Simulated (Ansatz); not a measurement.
VO2

Computed with Ansatz (plane waves, PAW, 500 eV cutoff): r²SCAN, scalar-relativistic, collinear spin, 6×6×10 k-mesh, Gaussian smearing of 0.05 eV. The datasets are Ansatz's generated set soft_2.

```
V O
1.0
     4.54107    0.00000    0.00000
     0.00000    4.54107    0.00000
     0.00000    0.00000    2.83026
V O
2 4
Direct
  0.00000 0.00000 0.00000
  0.50000 0.50000 0.50000
  0.30046 0.30046 0.00000
  0.19954 0.80046 0.50000
  0.69954 0.69954 0.00000
  0.80046 0.19954 0.50000
```

The chain of runs began from a measured cell (COD), expanded in volume.

```yaml
Space_group: P4_2/mnm (No. 136)
Volume: 9.73 Å³/atom
Band_gap: zero (metallic)
Density_of_states_at_the_Fermi_level: 0.43 states/(eV·atom)
Magnetic_state: ferromagnetic
Site_spin_moments: V 0.89; O -0.08 μB
Spin_moment_of_the_cell: 2.00 μB
Bader_charges: V 2.20; O -1.10 e
```

Task: What does r²SCAN give for the formation energy from the elements (0 K, uncorrected)?

Result: -2.62 eV/atom.

Task: Estimate the bulk modulus (Birch–Murnaghan) at this level of theory (r²SCAN).

Result: 241 GPa.

**The experiment.** The Crystallography Open Database holds a measured cell of tetragonal VO2 (space group P4_2/mnm) at 373 K (2018, doi:10.1021/acs.jctc.7b01061): a, c = 4.555, 2.853 Å, 9.86 Å³/atom.

**Against experiment.** r²SCAN gives 4.541, 2.830 Å and 9.73 Å³/atom, −1.4 % in volume (−0.5 % in length) from the database's cell. The static lattice lacks zero-point motion and thermal expansion, roughly 0.7 to 1.7 % in volume at 373 K by Grüneisen's rule, γ·3k_BT/(B0·V0) with γ of 1 to 2.5; that covers some of the miss, perhaps all.

The run wasn't fully tested for a lower electronic state. Site moments are of spin, integrated over atomic spheres. Compounds of this kind are often insulators, Mott or charge-transfer ones with an open 3d shell, so the metal found may come from the functional, which lacks a U or exact exchange, or from the structure.
